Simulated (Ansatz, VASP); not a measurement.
**Ba: VASP beside Ansatz**

INCAR

```
ALGO = Normal ; EDIFF = 1E-6
ENCUT = 520 ; GGA = PE
ISIF = 2 ; ISMEAR = -1
LASPH = True ; LCHARG = False
LREAL = False ; LWAVE = False
NBANDS = 17 ; NELM = 100
PREC = Accurate ; SIGMA = 0.05
```

The input KPOINTS:

```
k-points
0
Gamma
  9 9 9
```

Contents of POSCAR:

```
Ba
1.0
    0.0000000000      2.8286625559      2.8286625559
    2.8286625559      0.0000000000      2.8286625559
    2.8286625559      2.8286625559      0.0000000000
Ba
2
Direct
   -0.1250000000     -0.1250000000     -0.1250000000
    0.1250000000      0.1250000000      0.1250000000
```

Input for Ansatz:

```yaml
crystal:
  lattice:
    - [0.0, 2.8286625559, 2.8286625559]
    - [2.8286625559, 0.0, 2.8286625559]
    - [2.8286625559, 2.8286625559, 0.0]
  atoms:
    - { symbol: Ba, position: [-0.125, -0.125, -0.125] }
    - { symbol: Ba, position: [0.125, 0.125, 0.125] }
kpoints:
  mp_grid: { grid: [9, 9, 9] }
  band_path:
    path:
      - [0.0, 0.0, 0.0]
      - [0.5, 0.0, 0.5]
      - [0.625, 0.25, 0.625]
      - [0.375, 0.375, 0.75]
      - [0.0, 0.0, 0.0]
      - [0.5, 0.5, 0.5]
      - [0.5, 0.25, 0.75]
      - [0.5, 0.0, 0.5]
    npoints: 8
scf:
  occupations: { method: fermi_dirac, width: 0.05 }
hamiltonian:
  xc: pbe
  pseudopotentials: { kind: paw }
output:
  forces: true
  stress: true
  eigenvalues: true
  populations: true
  dos: { projected: true, de: 0.2, e_range: [-14, 8] }
```

Change from the starting cell: volume scaled by 0.4, PAW files.

Alike in both runs: task single point; functional PBE; k mesh 9 × 9 × 9; occupations fermi-dirac, width 0.05 eV; no spin polarisation.

```csv
,VASP,Ansatz
version,VASP 6.6.1,Ansatz 0.2.0
potentials or method,"VASP PAW PBE potentials, release 64 (Ba_sv)","PAW with Ansatz's default frozen-core files, scalar-relativistic"
plane-wave cutoff (eV),520,420
valence electrons in the cell,20,20
```

Ansatz gave:

```
pressure (GPa) : 114.6
```

Task: What did VASP give for the same quantities?

Result: Pressure (GPa): 136.4.

The functional is the same, so the differences come from potentials, cutoffs and numerics.

Caveats: the cell as given lies far from equilibrium; so large a pressure means that the cell lies far from this level's equilibrium, or that cutoff or potentials fall short (VASP). Spin-orbit coupling is left out, which matters for the levels of Ba.
